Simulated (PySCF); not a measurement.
Two-dimensional NMR puzzle

Compound of formula C₃H₆O₂. Correlations simulated from computed shifts and the bond graph:

HSQC (one-bond C–H):
```csv
δH,δC
2.40,28.7
1.07,10.5
```

COSY cross peaks (H two or three bonds apart, from the bond graph; peaks can be absent where the dihedral angle is near 90°):
```csv
δH,δH
2.40,1.07
```

HMBC (two and three bonds, from the bond graph):
```csv
δH,δC
2.40,"181.4, 10.5"
1.07,"181.4, 28.7"
```

Carbons without hydrogens: δ 181.4.

[PySCF: PBE0-D3(BJ)/def2-TZVP structure; shieldings: GIAO B97-2/pcSseg-2; fast rotation and ring inversion assumed for equivalent nuclei; isolated molecule; non-relativistic; one conformer]

Shifts are taken against calculated references (same method and geometry level): 1H and 13C vs TMS.

Exchangeable hydrogens are left out of these lists.

Task: Work out the connectivity.

Result: SMILES CCC(=O)O.

Mapped SMILES: `[CH3:1][CH2:2][C:3](=[O:4])[OH:5]` (H(Xn): hydrogen on atom n).

δC 181.4 is C3, a carboxylic acid carbon. δC 28.7 is C2, an sp3 CH2 α to a carbonyl (δH 2.40). δC 10.5 is C1, a methyl carbon (δH 1.07). HMBC from δH 2.40 reaches the proton-free carbon C3. HMBC from δH 1.07 reaches the proton-free carbon C3. COSY links 2.40–1.07.

OH and NH positions are those of a molecule without intermolecular hydrogen bonds; in solution they move with solvent, concentration and temperature, and exchange usually removes their couplings. Shifts are as computed. Against solution values, carbons near 30 ppm lie about +3 ppm off and those near 130 ppm about +7 ppm. Of 1211 compounds with measured shifts, 218 miss one by over three times the rms of a fit or turn the order of signals round; such compounds aren't used in these exercises. Hydrogen bonding in solution deshields acid and N–H amide carbonyl carbons by as much as 10 ppm beyond these values.
